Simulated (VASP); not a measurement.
# Ir in VASP: relaxation of the atoms with r2SCAN+rVV10

Aim: the relaxation of the atoms of Ir with r2SCAN+rVV10.

All numbers are computed with VASP 6.6.1; they aren't measurements. Logs are shortened: lines on timing, memory, paths and dates and some standing lists are left out, and cuts for length are marked.

### Step 1. The structure

The cell holds a slab with vacuum, 4 atoms: a = 2.700 Å, b = 2.700 Å, c = 27.914 Å, α = 90.00°, β = 90.00°, γ = 120.00°.

The cell was built by a generator and needn't be a form met in nature.

### Step 2. Relaxation of the atoms, r2SCAN+rVV10

The input, INCAR:

```
PREC = Accurate
ENCUT = 520
EDIFF = 1E-6
ISMEAR = 1
SIGMA = 0.1
LREAL = F
LASPH = T
NELM = 120
ALGO = Normal
ISIF = 2
LWAVE = F
LCHARG = F
LDIPOL = T
IDIPOL = 3
DIPOL = 0.5 0.5 0.500
METAGGA = R2SCAN
LMIXTAU = T
LUSE_VDW = T
IVDW_NL = 2
BPARAM = 11.95
CPARAM = 0.0093
IBRION = 2
NSW = 90
EDIFFG = -0.02
```

The input, KPOINTS:

```
regular mesh
0
Gamma
  16 16 1
```

The input, POSCAR:

```
Ir
1.0
    2.6997849600      0.0000000000      0.0000000000
   -1.3498924800      2.3380823200      0.0000000000
    0.0000000000      0.0000000000     27.9144866300
Ir
4
Direct
    0.6666670000      0.3333330000      0.3796987100
    0.3333340000      0.6666660000      0.4599007700
    0.0000000000      1.0000000000      0.5400992300
    0.6666670000      0.3333330000      0.6203012900
```

Potentials or basis: VASP PAW PBE potentials, release 64 (Ir).

On the command line:

```sh
$ cat potpaw_PBE.64/Ir/POTCAR > POTCAR
$ mpirun -np 1 vasp_std > vasp.out
```

OUTCAR:

```text
PREC = Accurate
   ENCUT = 520
   EDIFF = 1E-6
   ISMEAR = 1
   LREAL = F
   LASPH = T
   NELM = 120
   ISIF = 2
   METAGGA = R2SCAN
   IVDW_NL = 2
   BPARAM = 11.95
   IBRION = 2
   NSW = 90
   EDIFFG = -0.02

 ion  position               nearest neighbor table
   1  0.667  0.333  0.380-   2 2.73   2 2.73   2 2.73
   2  0.333  0.667  0.460-   3 2.73   3 2.73   3 2.73   1 2.73   1 2.73   1 2.73
   3  0.000  0.000  0.540-   2 2.73   2 2.73   2 2.73   4 2.73   4 2.73   4 2.73
   4  0.667  0.333  0.620-   3 2.73   3 2.73   3 2.73

  LATTYP: Found a hexagonal cell.
 ALAT       =     2.6997849600
 C/A-ratio  =    10.3395222374

  Lattice vectors:

 A1 = (   2.6997849600,   0.0000000000,   0.0000000000)
 A2 = (  -1.3498924800,   2.3380823200,   0.0000000000)
 A3 = (   0.0000000000,   0.0000000000,  27.9144866300)

Analysis of symmetry for initial positions (statically):
=====================================================================
 Subroutine PRICEL returns:
 Original cell was already a primitive cell.

 Routine SETGRP: Setting up the symmetry group for a
 hexagonal supercell.

 Subroutine GETGRP returns: Found 12 space group operations
 (whereof  6 operations were pure point group operations)
 out of a pool of 24 trial point group operations.

The static configuration has the point symmetry C_3v.
 The point group associated with its full space group is D_3d.

Analysis of symmetry for dynamics (positions and initial velocities):
=====================================================================
 Subroutine PRICEL returns:
 Original cell was already a primitive cell.

 Routine SETGRP: Setting up the symmetry group for a
 hexagonal supercell.

 Subroutine GETGRP returns: Found 12 space group operations
 (whereof  6 operations were pure point group operations)
 out of a pool of 24 trial point group operations.

The dynamic configuration has the point symmetry C_3v.
 The point group associated with its full space group is D_3d.

 Subroutine INISYM returns: Found 12 space group operations
 (whereof  6 operations are pure point group operations),
 and found     1 'primitive' translations

----------------------------------------------------------------------------------------

                                     Primitive cell

  volume of cell :     176.2052

  direct lattice vectors                    reciprocal lattice vectors
     2.699784960  0.000000000  0.000000000     0.370399871  0.213850469  0.000000000
    -1.349892480  2.338082320  0.000000000     0.000000000  0.427700937  0.000000000
     0.000000000  0.000000000 27.914486630     0.000000000  0.000000000  0.035823693

  length of vectors
     2.699784960  2.699784925 27.914486630     0.427700932  0.427700937  0.035823693

  position of ions in fractional coordinates (direct lattice)
     0.666667000  0.333333000  0.379698710
     0.333334000  0.666666000  0.459900770
     0.000000000  0.000000000  0.540099230
     0.666667000  0.333333000  0.620301290

  ion indices of the primitive-cell ions
   primitive index   ion index
                 1           1
                 2           2
                 3           3
                 4           4

----------------------------------------------------------------------------------------

 KPOINTS: regular mesh

Automatic generation of k-mesh.
 Grid dimensions read from file:
 generate k-points for:   16   16    1

 Generating k-lattice:

  Cartesian coordinates                     Fractional coordinates (reciprocal lattice)
     0.023149992  0.013365654  0.000000000     0.062500000  0.000000000  0.000000000
     0.000000000  0.026731309  0.000000000     0.000000000  0.062500000  0.000000000
     0.000000000  0.000000000  0.035823693     0.000000000  0.000000000  1.000000000

  Length of vectors
     0.026731308  0.026731309  0.035823693

  Shift w.r.t. Gamma in fractional coordinates (k-lattice)
     0.000000000  0.000000000  0.000000000

 Subroutine IBZKPT returns following result:
 ===========================================

 Found     30 irreducible k-points:

 Following reciprocal coordinates:
            Coordinates               Weight
  0.000000  0.000000  0.000000      1.000000
  0.062500  0.000000  0.000000      6.000000
  0.125000  0.000000  0.000000      6.000000
  0.187500  0.000000  0.000000      6.000000
  0.250000  0.000000  0.000000      6.000000
  0.312500  0.000000  0.000000      6.000000
[... 16 lines left out ...]
  0.187500  0.187500  0.000000      6.000000
  0.250000  0.187500  0.000000     12.000000
 [... further k-points ...]
   k-points           NKPTS =     30   k-points in BZ     NKDIM =     30   number of bands    NBANDS=     22
   number of dos      NEDOS =    301   number of ions     NIONS =      4
   total plane-waves  NPLWV =  84000
   dimension x,y,z NGX =    20 NGY =   20 NGZ =  210
   dimension x,y,z NGXF=    40 NGYF=   40 NGZF=  420
   ions per type =               4
   NGX,Y,Z   is equivalent  to a cutoff of  12.32, 12.32, 12.51 a.u.
   NGXF,Y,Z  is equivalent  to a cutoff of  24.63, 24.63, 25.01 a.u.
 SYSTEM =  unknown system
   PREC   = accura    normal or accurate (medium, high low for compatibility)
   ISTART =      0    job   : 0-new  1-cont  2-samecut
   ICHARG =      2    charge: 1-file 2-atom 10-const
   ISPIN  =      1    spin polarized calculation?
   LNONCOLLINEAR =      F non collinear calculations
   LSORBIT =      F    spin-orbit coupling
   LASPH  =      T    aspherical Exc in radial PAW
   ENCUT  =  520.0 eV  38.22 Ry    6.18 a.u.   5.02  5.02 51.90*2*pi/ulx,y,z
   NELM   =    120;   NELMIN=  2; NELMDL= -5     # of ELM steps
   EDIFF  = 0.1E-05   stopping-criterion for ELM
   LREAL  =      F    real-space projection
   EDIFFG = -.2E-01   stopping-criterion for IOM
   NSW    =     90    number of steps for IOM
   IBRION =      2    ionic relax: 0-MD 1-quasi-New 2-CG
   NFREE  =      1    steps in history (QN), initial steepest desc. (CG)
   ISIF   =      2    stress and relaxation
   ISYM   =      2    0-nonsym 1-usesym 2-fastsym
   POTIM  = 0.5000    time-step for ionic-motion
   TEBEG  =    0.0;   TEEND  =   0.0 temperature during run
   PSTRESS=    0.0 pullay stress
   NELECT =      36.0000    total number of electrons
   NUPDOWN=      -1.0000    fix difference up-down
   EMIN   =  10.00;   EMAX   =-10.00  energy-range for DOS
   EFERMI =   0.00;   METHOD = LEGACY
   ISMEAR =     1;   SIGMA  =   0.10  broadening in eV -4-tet -1-fermi 0-gaus
   EFERMI_NEDOS =   21; number of points for ismear=-14 and -15
   IALGO  =     38    algorithm
   IMIX   =      4    mixing-type and parameters
     AMIX     =   0.40;   BMIX     =  1.00
     AMIX_MAG =   1.60;   BMIX_MAG =  1.00
  volume/ion in A,a.u.               =      44.05       297.27
  Fermi-wavevector in a.u.,A,eV,Ry     =   0.964205  1.822084 12.649222  0.929692
  Thomas-Fermi vector in A             =   2.093817
   LORBIT       =      0    0 simple, 1 ext, 2 COOP (PROOUT), +10 PAW based schemes
   METAGGA = R2SCAN    functional components
   LHFCALC =     F    Hartree Fock is set to
   AEXX    =    0.0000 exact exchange contribution
   IVDW_NL    =     2    kernel type
   BPARAM     =11.9500
   IVDW    =     0    specifies the selected vdW correction
   LEPSILON=     F    determine dielectric tensor
   LRPA    =     F    only Hartree local field effects (RPA)
 conjugate gradient relaxation of ions
 non-spin polarized calculation
 Methfessel and Paxton  Order N= 1 SIGMA  =   0.10
  energy-cutoff  :      520.00
  volume of cell :      176.21
 maximum number of plane-waves:      4801
 NGX is ok and might be reduce to    20
   NGX =  9   NGY =  9   NGZ =103

--------------------------------------- Ionic step        1  -------------------------------------------

 number of electron      36.0000000 magnetization

 Free energy of the ion-electron system (eV)
  ---------------------------------------------------
  ext. energy  EPLUGINS =         0.00000000
  ---------------------------------------------------
  free energy    TOTEN  =      -206.67474935 eV

  energy without entropy =     -206.67619684  energy(sigma->0) =     -206.67523185

------------------------ aborting loop because EDIFF is reached ----------------------------------------

  FORCE on cell =-STRESS in cart. coord.  units (eV):
  Direction    XX          YY          ZZ          XY          YZ          ZX
  --------------------------------------------------------------------------------------
  -------------------------------------------------------------------------------------
  Total       -2.8917076     -2.8917075     -3.6397576      0.0000000      0.0000000     -0.0000000
  in kB      -26.2933751    -26.2933742    -33.0951555      0.0000000      0.0000000     -0.0000000
  external PRESSURE =     -28.5606349 kB  Pullay stress =       0.0000000 kB

 VOLUME and BASIS-vectors are now :
 -----------------------------------------------------------------------------
  energy-cutoff  :      520.00
  volume of cell :      176.21
      direct lattice vectors                 reciprocal lattice vectors
     2.699784960  0.000000000  0.000000000     0.370399871  0.213850469  0.000000000
    -1.349892480  2.338082320  0.000000000     0.000000000  0.427700937  0.000000000
     0.000000000  0.000000000 27.914486630     0.000000000  0.000000000  0.035823693
[... 77 lines left out ...]
 POSITION                                       TOTAL-FORCE (eV/Angst)
 -----------------------------------------------------------------------------------
      1.34989      0.77936     10.64674         0.000000     -0.000000      0.011950
      0.00000      1.55872     12.83629         0.000000     -0.000000      0.386481
      0.00000      0.00000     15.07820        -0.000000      0.000000     -0.386481
      1.34989      0.77936     17.26774        -0.000000      0.000000     -0.011950
 -----------------------------------------------------------------------------------
    total drift:                               -0.000348      0.000201      0.000093

  FREE ENERGIE OF THE ION-ELECTRON SYSTEM (eV)
  ---------------------------------------------------
  free  energy   TOTEN  =      -206.7025474858 eV

  energy  without entropy=     -206.7039896013  energy(sigma->0) =     -206.70302819

--------------------------------------- Ionic step        4  -------------------------------------------

 number of electron      35.9999998 magnetization

 dipolmoment           0.000000      0.000000     -0.000000 electrons x Angstroem

 Free energy of the ion-electron system (eV)
  ---------------------------------------------------
  ext. energy  EPLUGINS =         0.00000000
  ---------------------------------------------------
  free energy    TOTEN  =      -206.71115776 eV

  energy without entropy =     -206.71375042  energy(sigma->0) =     -206.71202198

 E-fermi :  -0.5971     XC(G=0):  -5.5731

 val. band max:       -0.6041529268   @ k =   0.2500   0.1250   0.0000
 cond. band min:      -0.5960712165   @ k =   0.1875   0.1250   0.0000
 fundamental gap:      0.0080817102
 Fermi energy:        -0.5970599009

 k-point     1 :       0.0000    0.0000    0.0000
  band No.  band energies     occupation
      1     -11.6990      2.00000
      2     -10.1240      2.00000
      3      -8.9063      2.00000
      4      -8.8245      2.00000
      5      -4.8686      2.00000
      6      -4.7036      2.00000
[... 14 lines left out ...]
     21      -0.4618     -0.06672
     22      -0.3819     -0.00952
[... 552 lines left out ...]
  band No.  band energies     occupation
      1      -7.9516      2.00000
      2      -7.6130      2.00000
      3      -7.1243      2.00000
      4      -6.8145      2.00000
      5      -6.2309      2.00000
      6      -5.9305      2.00000
[... 14 lines left out ...]
     21       1.4066      0.00000
     22       1.6884      0.00000

 [... further k-points ...]

------------------------ aborting loop because EDIFF is reached ----------------------------------------

 vacuum level on the upper side and lower side of the slab       (xc-potential included)         0.088         0.086

  FORCE on cell =-STRESS in cart. coord.  units (eV):
  Direction    XX          YY          ZZ          XY          YZ          ZX
  --------------------------------------------------------------------------------------
  -------------------------------------------------------------------------------------
  Total       -1.9732217     -1.9732216      0.0009706     -0.0000000     -0.0000000      0.0000000
  in kB      -17.9418760    -17.9418754      0.0088257     -0.0000000     -0.0000000      0.0000000
  external PRESSURE =     -11.9583086 kB  Pullay stress =       0.0000000 kB

 VOLUME and BASIS-vectors are now :
 -----------------------------------------------------------------------------
  energy-cutoff  :      520.00
  volume of cell :      176.21
      direct lattice vectors                 reciprocal lattice vectors
     2.699784960  0.000000000  0.000000000     0.370399871  0.213850469  0.000000000
    -1.349892480  2.338082320  0.000000000     0.000000000  0.427700937  0.000000000
     0.000000000  0.000000000 27.914486630     0.000000000  0.000000000  0.035823693

 POSITION                                       TOTAL-FORCE (eV/Angst)
 -----------------------------------------------------------------------------------
      1.34989      0.77936     10.66260         0.000000     -0.000000     -0.004814
      0.00000      1.55872     12.85737        -0.000000      0.000000      0.001277
      0.00000      0.00000     15.05712         0.000000     -0.000000     -0.001277
      1.34989      0.77936     17.25188        -0.000000      0.000000      0.004814
 -----------------------------------------------------------------------------------
    total drift:                               -0.000348      0.000201      0.000077

  FREE ENERGIE OF THE ION-ELECTRON SYSTEM (eV)
  ---------------------------------------------------
  free  energy   TOTEN  =      -206.7111577592 eV

  energy  without entropy=     -206.7137504244  energy(sigma->0) =     -206.71202198

 reached required accuracy - stopping structural energy minimisation

 vacuum level on the upper side and lower side of the slab         5.133         5.133
```

Run time: 63 min. Hardware: 1 thread of AMD EPYC 9R45 (Zen 5), shared host; peak memory 0.64 GiB.

What came out:

```
Free energy                  : -206.7112 eV
Energy gained by relaxing    : 9.1 meV/atom
Ionic steps                  : 4
Largest force after relaxing : 0.005 eV/Å
Band gap on the k mesh       : none (metal or under the smearing width)
```

Forces in eV/Å, atoms in the order of the input:
```
Ir   0.000  0.000 -0.005
Ir   0.000  0.000  0.001
Ir   0.000  0.000 -0.001
Ir   0.000  0.000  0.005
```

The path:
```csv
step,energy change (eV),largest force (eV/Å),pressure (GPa)
1,0.0000,0.5515,-2.86
2,-0.0215,0.2594,-2.19
3,-0.0278,0.3865,-1.64
4,-0.0364,0.0048,-1.20
```

Final structure:
```
CELL_PARAMETERS angstrom
2.69978 0.00000 0.00000
-1.34989 2.33808 0.00000
0.00000 0.00000 27.91449
ATOMIC_POSITIONS crystal
Ir 0.66667 0.33333 0.38197
Ir 0.33333 0.66667 0.46060
Ir 0.00000 0.00000 0.53940
Ir 0.66667 0.33333 0.61803
```

Levels at points of the mesh, in eV from the Fermi level:
| k point | band 15 | band 16 | band 17 | band 18 | band 19 | band 20 |
| --- | --- | --- | --- | --- | --- | --- |
| (0.00, 0.00, 0.00) | -3.05 | -1.31 | -1.31 | -0.90 | -0.90 | -0.73 |
| (0.50, 0.00, 0.00) | 0.13 | 0.64 | 0.97 | 1.25 | 1.27 | 1.78 |

Caveat: the PAW data sets were made with another functional, which shifts forces and pressure a little.
